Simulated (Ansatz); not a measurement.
# TiAl: stress in a strained cell

TiAl is deformed so: equal xy, yz and zx engineering shear strains of -1 %. What stress and forces result, by LAPW, PAW and all-electron datasets made for the crystal?

Program: Ansatz 0.2.0. Level of theory: DFT PBEsol, scalar-relativistic. These are calculated values, not measurements.

## 1. The structure to begin with

The structure is tetragonal, space group P4/mmm (No. 123). Conventional cell: a = 2.837 Å, b = 2.837 Å, c = 4.059 Å, α = 90.00°, β = 90.00°, γ = 90.00°. Around Ti (site symmetry 4/mmm) lie 4 Ti at 2.84 Å and 8 Al at 2.85 Å. Al (site symmetry 4/mmm) is surrounded by 4 Al at 2.84 Å and 8 Ti at 2.85 Å.

Coordinates:

```xyz
2
Lattice="2.8373 0.0000 0.0000 0.0000 2.8373 0.0000 0.0000 0.0000 4.0591" Properties=species:S:1:pos:R:3 pbc="T T T"
Ti    0.0000    0.0000    0.0000
Al    1.4186    1.4187    2.0296
```

Atoms are numbered in the order of the input: Ti1, Al2.

## 2. After the deformation

Space group P4/mmm before, C2/m after.

## 3. All-electron LAPW

Contents of input.yaml:

```yaml
crystal:
  lattice:
    - [2.8373, -0.0141865, -0.0141865]
    - [-0.0141865, 2.8373, -0.0141865]
    - [-0.0202955, -0.0202955, 4.0591]
  atoms:
    - { symbol: Ti, position: [0.0, 0.0, 0.0] }
    - { symbol: Al, position: [0.5, 0.5, 0.5] }
kpoints:
  mp_grid: { grid: [12, 12, 8] }
  band_path:
    path:
      - [0.0, 0.0, 0.0]
      - [-0.5, 0.5, 0.0]
      - [-0.5, 0.5, 0.5]
      - [0.0, 0.0, 0.5]
      - [0.0, 0.0, 0.0]
      - [-0.5, 0.0, 0.5]
      - [0.0, 0.0, 0.0]
      - [-0.5, 0.0, 0.0]
    npoints: 5
scf:
  occupations: { method: fermi_dirac, width: 0.05 }
hamiltonian:
  xc: pbesol
  pseudopotentials: { kind: all_electron, lapw: { basis_error: 0.001 } }
output:
  forces: true
  stress: true
  eigenvalues: true
```

On the command line:

```sh
$ ansatz run input.yaml --threads 1 --pin off --max-ram 3072MiB --backend cpu --events-out ev --progress --plain --runs-dir out
```

## 4. Frozen-core PAW

Contents of input.yaml:

```yaml
crystal:
  lattice:
    - [2.8373, -0.0141865, -0.0141865]
    - [-0.0141865, 2.8373, -0.0141865]
    - [-0.0202955, -0.0202955, 4.0591]
  atoms:
    - { symbol: Ti, position: [0.0, 0.0, 0.0] }
    - { symbol: Al, position: [0.5, 0.5, 0.5] }
kpoints:
  mp_grid: { grid: [12, 12, 8] }
scf:
  occupations: { method: fermi_dirac, width: 0.05 }
hamiltonian:
  xc: pbesol
  pseudopotentials: { kind: paw }
output:
  forces: true
  stress: true
  eigenvalues: true
  efg: { contact_densities: true }
  write_density: true
  write_potential: true
  elf: true
  volumetric_format: npy
```

## 5. Datasets made for this crystal

Edit input.yaml of step 4 so:

```diff
@@ -14,3 +14,3 @@
   xc: pbesol
-  pseudopotentials: { kind: paw }
+  pseudopotentials: { kind: all_electron, datasets: crystal }
 output:
@@ -20,5 +20 @@
   efg: { contact_densities: true }
-  write_density: true
-  write_potential: true
-  elf: true
-  volumetric_format: npy
```

(Steps that only read results are left out.)

What does the calculation give? Wanted: pressure; largest shear or deviatoric stress.

The runs gave:

```
                                 quantity                                              value
                                 pressure  LAPW -3.95, PAW -3.91, crystal datasets -3.95 GPa
largest shear or deviatoric stress (LAPW)                                           1.12 GPa
```

In words: The largest part of the stress beyond the pressure is 1.12 GPa in size; the atoms are carried along and not relaxed. No run of the undeformed cell stands beside it, so the pressure holds what the given cell had before the change. PAW: stress within 0.04 GPa of LAPW. Crystal datasets: stress within 0.01 GPa of LAPW.
